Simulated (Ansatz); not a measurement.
**An added O started as a split pair with an O atom in rocksalt MgO, 65 atoms, charge 0**

All numbers come from Ansatz (PAW, plane waves, no spin–orbit coupling) at the single k point (¼, ¼, ¼) without its symmetry partners. The atoms were relaxed with PBEsol in a fixed cell; other functionals are single points on those atoms unless said otherwise. The valence top and gap of the host come from its small cell on a dense mesh, with the band extrema sought between the mesh points, lined up by the mean potential, PBEsol gap 4.62 eV, HSE06 gap 6.46 eV.

Cell: a = 8.429 Å, b = 8.429 Å, c = 8.429 Å, α = 90.00°, β = 90.00°, γ = 90.00°.

Nearest atoms after relaxation, from the placed atom (for vacancies from the middle of the vacant sites): O at 1.42 Å, Mg at 1.92 Å, Mg at 1.92 Å, Mg at 1.92 Å, O at 2.53 Å, O at 2.53 Å, O at 2.54 Å, Mg at 2.72 Å.

Chemical potentials μ are those of reference phases of the elements at zero temperature by the same functional (the usual solids, diamond for C, grey Sn, and the molecules H2, N2, O2, F2, Cl2, Br2 and S8).

| functional | E(defect) − E(host) − Σ nμ + q·E_VBM (eV) | monopole (eV) | alignment (eV) | formation energy at E_F = VBM (eV) | moment (μB) | wall time, shared host |
| --- | --- | --- | --- | --- | --- | --- |
| PBEsol | 2.45 | 0.00 | 0.00 | 2.45 | 0 (no spin) | 6.6 s on NVIDIA GB300 (relaxation) |
| HSE06 | 2.61 | 0.00 | 0.00 | 2.61 | 0 (no spin) | 15 s on NVIDIA GB300 |

HSE06 one-electron levels near the gap (the ten most localised at most), from the host's valence top:

| level (eV) | spin | filling | atoms sharing it | element of the atom with most weight |
| --- | --- | --- | --- | --- |
| -0.29 | both | 2.00 | 26.5 | spread |
| -0.24 | both | 2.00 | 24.4 | spread |
| -0.22 | both | 2.00 | 22.4 | spread |
| 0.05 | both | 2.00 | 34.2 | spread |
| 0.06 | both | 2.00 | 32.2 | spread |
| 0.31 | both | 2.00 | 6.1 | O |
| 0.40 | both | 2.00 | 6.2 | O |

All elements are taken at their own reference at once; growth conditions in equilibrium with the host shift these energies, by up to the host's formation enthalpy.

One k point and a cell of this size can leave errors of several tenths of an eV in such numbers.
